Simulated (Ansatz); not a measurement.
The system is Bi2Se3 (Paraguanajuatite).

```
Bi Se
1.0
     2.07150    1.19598    9.54533
    -2.07150    1.19598    9.54533
     0.00000   -2.39196    9.54533
Bi Se
2 3
Direct
  0.59920 0.59920 0.59920
  0.40080 0.40080 0.40080
  0.78830 0.78830 0.78830
  0.21170 0.21170 0.21170
  0.00000 0.00000 0.00000
```

Base run:

| Item | Value |
| --- | --- |
| Program | Ansatz 0.2.0 |
| Functional | PBE |
| Potentials or basis | Ansatz PAW |
| Cutoff | 420 eV (not typed: the program's choice for these potentials) |
| k mesh | 8 × 8 × 8 |
| Occupations | gaussian, width 0.05 eV |
| Spin | no spin polarisation |

Its results: band gap on the k mesh 0.22 eV, direct; pressure 2.5 GPa; largest force 0.159 eV/Å.

Question: The run is repeated on the same cell with these changes: functional from PBE to RPBE. What comes out?

Answer: Band gap on the k mesh 0.29 eV, direct; pressure 4.2 GPa; largest force 0.161 eV/Å.

RPBE binds less tightly than PBE, so the same cell stands under more pressure.

Caveats: spin-orbit coupling is left out, which as a rule narrows the gap of such compounds by several tenths of an eV; the PAW data sets come from PBE, with cores solved anew for the run's functional, which leaves a small shift of forces and pressure (some runs).

A k mesh can miss the band edges.
